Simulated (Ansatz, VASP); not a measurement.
Two plane-wave programs on AlCo

```xyz
2
Lattice="2.8226 0.0000 0.0000 0.0000 2.8226 0.0000 0.0000 0.0000 2.8226" Properties=species:S:1:pos:R:3 pbc="T T T"
Al    0.0000    0.0000    0.0000
Co    1.4113    1.4113    1.4113
```

Alike in both runs: functional PBEsol; k mesh 14 × 14 × 14; occupations gaussian, width 0.1 eV; no spin polarisation.

Ansatz relaxed the structure, and its values are those at the end. VASP's run is a single point on that final structure, the one shown.

|  | VASP | Ansatz |
| --- | --- | --- |
| version | VASP 6.6.1 | Ansatz 0.2.0 |
| potentials or method | VASP PAW PBE potentials, release 64 (Al, Co) | scalar-relativistic, plane waves, PAW |
| plane-wave cutoff (eV) | 520 | 420 |
| valence electrons in the cell | 12 | 20 |

```csv
,VASP,Ansatz,Ansatz less VASP
gap on the k mesh at the Fermi level (eV),none,none,-
pressure (GPa),-0.1,0.0,+0.10
```

A gap of «none» marks a metal or a gap that the smearing closes. With one functional, cell and mesh, what is left measures potentials, basis and numerics. The two sets of potentials don't hold the same shells in valence.

Caveats: the PAW data sets were made with another functional, which shifts forces and pressure a little (VASP). Spin polarisation is off, so any magnetic state and its effect on volume and gap are missing.
